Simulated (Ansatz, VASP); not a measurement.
**TiAl in VASP and in Ansatz**

The input INCAR:

```
  PREC = Accurate
  ENCUT = 520
  EDIFF = 1E-6
  ISMEAR = 0
  SIGMA = 0.1
  LREAL = F
  LASPH = T
  NELM = 100
  ALGO = Normal
  ISIF = 2
  LWAVE = F
  LCHARG = F
  GGA = PE
  NBANDS = 14
```

The input KPOINTS:

```
Automatic mesh
0
Gamma
  15 15 8
```

File POSCAR:

```
TiAl
1.0
    2.8672622327      0.0000000000      0.0000000000
   -1.4336311163      2.4831219328      0.0000000000
    0.0000000000      0.0000000000      4.6780830000
Ti Al
1 1
Direct
    0.0000000000      0.0000000000      0.0000000000
    0.4118053991      0.6666666700      0.5000000000
```

Input for Ansatz:

```yaml
crystal:
  lattice:
    - [2.8672622327, 0.0, 0.0]
    - [-1.4336311163, 2.4831219328, 0.0]
    - [0.0, 0.0, 4.678083]
  atoms:
    - { symbol: Ti, position: [0.0, 0.0, 0.0] }
    - { symbol: Al, position: [0.4118053991, 0.66666667, 0.5] }
basis:
  ecutwfc: 420
kpoints:
  mp_grid: { grid: [15, 15, 8] }
hamiltonian:
  xc: pbe
scf:
  occupations: { method: gaussian, width: 0.1 }
output:
  forces: true
  stress: true
  eigenvalues: true
```

Change from the starting cell: one atom moved.

Alike in both runs: task single point; functional PBE; k mesh 15 × 15 × 8; occupations gaussian, width 0.1 eV; no spin polarisation.

|  | VASP | Ansatz |
| --- | --- | --- |
| version | VASP 6.6.1 | Ansatz 0.2.0 |
| potentials or method | VASP PAW PBE potentials, release 64 (Ti_sv, Al) | scalar-relativistic, plane waves, PAW |
| plane-wave cutoff (eV) | 520 | 420 |
| valence electrons in the cell | 15 | 15 |

```csv
,VASP,Ansatz,Ansatz less VASP
gap on the k mesh at the Fermi level (eV),none,none,-
pressure (GPa),0.6,0.6,+0.06
largest component of the traceless stress (GPa),3.28,3.28,+0.004
rms of the force components (eV/Å),0.257,0.257,+0.0003
```

Atom by atom the forces differ by 0.000 eV/Å (rms over components). A gap of «none» marks a metal or a gap that the smearing closes.
